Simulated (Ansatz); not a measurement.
# SiC: further runs on a relaxed guess

Aim: for this structure of SiC, see whether it has a gap, which orbitals make up the states near it and how charge is shared.

Method: DFT PBE, scalar-relativistic, plane waves, PAW, in Ansatz 0.2.0.

## 1. Starting point

It takes space group Fm-3m (No. 225, cubic). The conventional cell has a = 4.057 Å, b = 4.057 Å, c = 4.057 Å, α = 90.00°, β = 90.00°, γ = 90.00°. Around Si (site symmetry m-3m) lie 6 C at 2.03 Å. C (site symmetry m-3m) has 6 Si at 2.03 Å as nearest neighbours.

Coordinates:

```xyz
2
Lattice="0.0000 2.0285 2.0285 2.0285 0.0000 2.0285 2.0285 2.0285 0.0000" Properties=species:S:1:pos:R:3 pbc="T T T"
Si    2.0285    2.0285    2.0285
C     0.0000    0.0000    0.0000
```

The cell was relaxed beforehand at this level, from a generated guess; it is a trial structure. At a tolerance of 0.05 Å it has space group Fm-3m (No. 225); it has 8.35 Å³/atom, an uncorrected energy of +0.53 eV/atom over the elements.

## 2. Electronic structure at the relaxed geometry

Input file input.yaml:

```yaml
crystal:
  lattice:
    - [0.0, 2.0284839198, 2.0284839198]
    - [2.0284839198, 0.0, 2.0284839198]
    - [2.0284839198, 2.0284839198, 0.0]
  atoms:
    - { symbol: Si, position: [0.5, 0.5, 0.5] }
    - { symbol: C, position: [0.0, 0.0, 0.0] }
basis:
  ecutwfc: 420
kpoints:
  mp_grid: { grid: [24, 24, 24] }
  band_path:
    path:
      - [[0.0, 0.0, 0.0], [0.5, 0.0, 0.5], [0.625, 0.25, 0.625]]
      - [[0.375, 0.375, 0.75], [0.0, 0.0, 0.0], [0.5, 0.5, 0.5], [0.5, 0.25, 0.75], [0.5, 0.0, 0.5]]
    npoints: 14
hamiltonian:
  xc: pbe
scf:
  occupations: { method: gaussian, width: 0.1 }
  n_extra_bands: 6
output:
  forces: true
  stress: true
  eigenvalues: true
  populations: true
  dos: { projected: true, de: 0.02, nscf_kmesh: { grid: [29, 29, 29] } }
  bader: true
```

Run with:

```bash
> ansatz run input.yaml --threads 1 --pin off --max-ram 2560MiB --backend cpu --events-out ev --progress --plain --runs-dir out
```

What it wrote, cut to the lines that bear on the results:

```text
Warning: RAYON_NUM_THREADS=1 ignored (pool sized by the plan → 1); use --threads N
scf.n_extra_bands = 6 over 4 filled bands (N_el = 8.0): the run solves 10 bands
[...]
Pseudopotentials: kind: paw
Pseudopotential: Si, paw, valence charge 4, recommended cutoff 420 eV (normal), Si.paw.azcp
Pseudopotential: C, paw, valence charge 4, recommended cutoff 420 eV (normal), C.paw.azcp
Functional definition: PBE
[...]
Crystal: 2 atoms, lattice volume = 16.693 Å³
Basis set: ecut = 420 eV, 331 PW (Γ), exchange–correlation on 40×40×40 points (8 copies of the dense FFT grid, shifted against one another)
Bands: 10, of which v1, the nominal top of the filled ones, is band 4 counted from 1 (3 counted from 0)
Symmetry: 48 space group operations
Space group: Fm-3m (ITA 225), of the structure as read, at distance tolerance 2.6e-5 Å
k-points: 413 of 13824
[...]
SCF iter   1: F=—  HF=-885.688118 eV  |F-HF|=—  |Δ(HF+E_count)|=         —  Δρ=6.14e-3  dr2=6.78e-3  ethr=1.77e-3  ⟨swp⟩=5.3  Hψ=28553  notcnv=0
[...]
SCF iter   6: F=-885.686217 eV  HF=-885.686217 eV  |F-HF|=1.36e-12  |Δ(HF+E_count)|=  6.00e-11  Δρ=1.52e-7  dr2=3.10e-12  ethr=1.42e-11  ⟨swp⟩=4.2  Hψ=16672  notcnv=0
[...]
NSCF: frozen V_eff on 86 k-points
NSCF: frozen V_eff on 680 k-points
SCF converged after 6 iterations
Free energy (F): -885.686217 eV
[...]
E sigma→0 (E₀):  -885.685236 eV
Entropy (-TS):   -0.001962 eV (-0.981 meV/atom)
Fermi energy:    13.950574 eV
[...]
--- Forces (eV/Å), atoms counted from 1 ---
  atom   1  Si     0.00000000    -0.00000000     0.00000000
  atom   2  C     -0.00000000     0.00000000    -0.00000000
[...]
--- Stress (GPa, compression-positive) ---
        0.010579      -0.000000      -0.000000
       -0.000000       0.010579      -0.000000
       -0.000000      -0.000000       0.010579
  P = ⅓ Tr σ = 0.0106 GPa (0.106 kbar)
--- Band table (eV; the first three rows and the last of 413) ---
  k-point 0: bands = ["-4.3796", "14.0102", "14.0102", "14.0102", "21.3663", "22.9399", "22.9399", "22.9399", "26.6535", "26.6535"]
[...]
--- Löwdin populations: 2 sites ---
  site symbol       q [e]
     0     Si      2.8640
     1      C      5.0217
  spilling = 0.014294 (of n_electrons = 8.000000)
--- Bader charges: 2 sites ---
  site symbol  charge [e]  shift [e]
     0     Si      2.7438     0.0214
     1      C     -2.7438     0.0214
  estimated error of the sums over rays = 5.9e-4 e
```

It took 20 s on 1 thread of Arm Neoverse V2, shared host; peak memory 0.34 GiB.

Per atom:

| atom | Löwdin electrons | Bader charge (e) | Bader volume (Å³) |
| --- | --- | --- | --- |
| Si1 | 2.86 | +2.74 | 4.0 |
| C2 | 5.02 | -2.74 | 12.7 |

From bands.tsv, the levels nearest the Fermi level at the path's corners, in eV from the Fermi level:

```tsv
point	band 2	band 3	band 4	band 5	band 6	band 7
Γ	0.06	0.06	0.06	7.42	8.99	8.99
X	-9.69	-4.22	-4.22	-0.91	2.62	14.81
U	-8.73	-8.30	-3.39	1.23	7.57	10.61
K	-8.73	-8.30	-3.39	1.23	7.57	10.61
Γ	0.06	0.06	0.06	7.42	8.99	8.99
L	-11.43	-0.97	-0.97	5.31	5.31	5.93
W	-7.80	-7.80	-7.04	4.66	7.94	9.83
X	-9.69	-4.22	-4.22	-0.91	2.62	14.81
```

Counts of states by energy window (eV from the Fermi level), total and by projection:

| from | to | total | Si 3s | Si 3p | C 2s | C 2p |
| --- | --- | --- | --- | --- | --- | --- |
| -8 | -7 | 0.47 | 0.06 | 0.12 | 0.07 | 0.22 |
| -7 | -6 | 0.52 | 0.06 | 0.13 | 0.06 | 0.26 |
| -6 | -5 | 0.58 | 0.06 | 0.15 | 0.05 | 0.31 |
| -5 | -4 | 0.72 | 0.05 | 0.19 | 0.05 | 0.42 |
| -4 | -3 | 0.77 | 0.04 | 0.19 | 0.04 | 0.49 |
| -3 | -2 | 0.70 | 0.02 | 0.14 | 0.03 | 0.49 |
| -2 | -1 | 0.65 | 0.01 | 0.08 | 0.02 | 0.52 |
| -1 | 0 | 0.45 | 0.02 | 0.03 | 0.01 | 0.37 |
| 0 | 1 | 0.14 | 0.06 | 0.02 | 0.02 | 0.03 |
| 1 | 2 | 0.21 | 0.10 | 0.05 | 0.03 | 0.03 |
| 2 | 3 | 0.33 | 0.13 | 0.09 | 0.03 | 0.05 |
| 3 | 4 | 0.57 | 0.18 | 0.16 | 0.03 | 0.10 |
| 4 | 5 | 0.57 | 0.15 | 0.19 | 0.01 | 0.09 |
| 5 | 6 | 0.42 | 0.04 | 0.19 | 0.01 | 0.02 |

A further 3 or so states lie below the table's range.

## 3. Results

| quantity | value |
| --- | --- |
| gap | none (metal) |
| states at the Fermi level | 0.43 per eV per cell |
| Bader charges | Si +2.74, C -2.74 e |

What this shows: It comes out metallic. Of the projected weight within 0.25 eV of the Fermi level, the largest part is C 2p (71 %). Charge transfer between the atoms is strong (Bader charges up to 2.7 e).
